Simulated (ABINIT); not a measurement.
Set up this calculation in ABINIT 10.8.3 (patched build), as the native input.

```
Task                : single point
Functional          : PBE
Potentials or basis : JTH PAW PBE v2.0
Cutoff              : 408 eV
k mesh              : 8 × 8 × 8
Occupations         : fermi-dirac, width 0.05 eV
Spin                : no spin polarisation
Fine-grid cutoff    : 816.342 eV
```

TiSi2:

```
CELL_PARAMETERS angstrom
1.76511 -6.75928 0.00000
1.76511 6.75928 0.00000
0.00000 0.00000 3.56517
ATOMIC_POSITIONS crystal
Ti 0.10025 0.90056 0.26093
Ti 0.89333 0.10529 0.76629
Si 0.75621 0.25156 0.25057
Si 0.23701 0.74227 0.74363
Si 0.44489 0.55588 0.25483
Si 0.54995 0.43315 0.74908
```

The cell comes from a database or a generator and needn't be the stable form of this composition.

The cell isn't the ideal one: atoms moved at random, drawn with an rms of 0.05 Å.

The input as run:

run.abi

```
pp_dirpath "./"
pseudos "Ti.GGA_PBE-JTH.xml, Si.GGA_PBE-JTH.xml"

acell 13.2015302208 13.2015302208 6.7372023899
rprim
     0.2526650337    -0.9675538128     0.0000000000
     0.2526650337     0.9675538128     0.0000000000
     0.0000000000     0.0000000000     1.0000000000
ntypat 2
znucl 22 14
natom 6
typat 1 1 2 2 2 2
xred
     0.1002470000     0.9005650000     0.2609320000
     0.8933300000     0.1052870000     0.7662920000
     0.7562150000     0.2515650000     0.2505730000
     0.2370070000     0.7422680000     0.7436270000
     0.4448900000     0.5558850000     0.2548310000
     0.5499490000     0.4331500000     0.7490760000
chkprim 0
chksymtnons 0
tolsym 1.0e-6

ecut 408.170794 eV
pawecutdg 30.0
pawxcdev 0

kptopt 1
ngkpt 8 8 8
nshiftk 1
shiftk 0.0 0.0 0.0

ixc 11

nband 24
occopt 3
tsmear 0.05 eV

nstep 100
tolvrs 1.0e-9

iomode 3
prtwf 0
prtden 0
prteig 0
prtebands 0
```

Potentials or basis: JTH PAW PBE v2.0.

Launch:

```console
$ abinit run.abi > log 2>&1
```

Results of the run:

| Property | Result |
| --- | --- |
| Pressure | 2.5 GPa |
| Largest force | 0.717 eV/Å |
| Band gap on the k mesh | none (metal or under the smearing width) |
| Valence electrons inside the program's atomic spheres | Ti 10.33, 10.32; Si 1.53, 1.58 |

It took 32 min on 1 thread of Arm Neoverse V1 (shared host), peak memory 0.41 GiB.
